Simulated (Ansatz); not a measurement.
# SiNi3: single point with PBE

The system is SiNi3.

```
CELL_PARAMETERS angstrom
3.54200 0.00000 0.00000
0.00000 3.54200 0.00000
0.00000 0.00000 3.54200
ATOMIC_POSITIONS crystal
Ni 0.50000 0.50000 0.00000
Ni 0.50000 0.00000 0.50000
Ni 0.00000 0.50000 0.50000
Si 0.00000 0.00000 0.00000
```

```yaml
Program: Ansatz 0.2.0
Task: single point
Functional: PBE
Potentials_or_basis: Ansatz PAW
Cutoff: "420 eV (not typed: the program's choice for these potentials)"
k_mesh: 6 × 6 × 6
Occupations: fermi-dirac, width 0.05 eV
Spin: collinear spin, ferromagnetic start
Starting_moments: "[1.5, 1.5, 1.5, 0.0] μB"
Fixed_moment: 4.5 μB
```

* Pressure: 12.2 GPa
* Net moment: 4.50 μB per cell
* Absolute moment: 4.50 μB per cell
* Site moments: Ni +1.24; Si +0.38 μB

Run time: 2.9 s on 2 threads of Arm Neoverse V2, with other jobs on the host, peak memory 0.33 GiB.

Caveat: the total moment is fixed, so each spin has its own Fermi level; the thresholds are loose for stress.
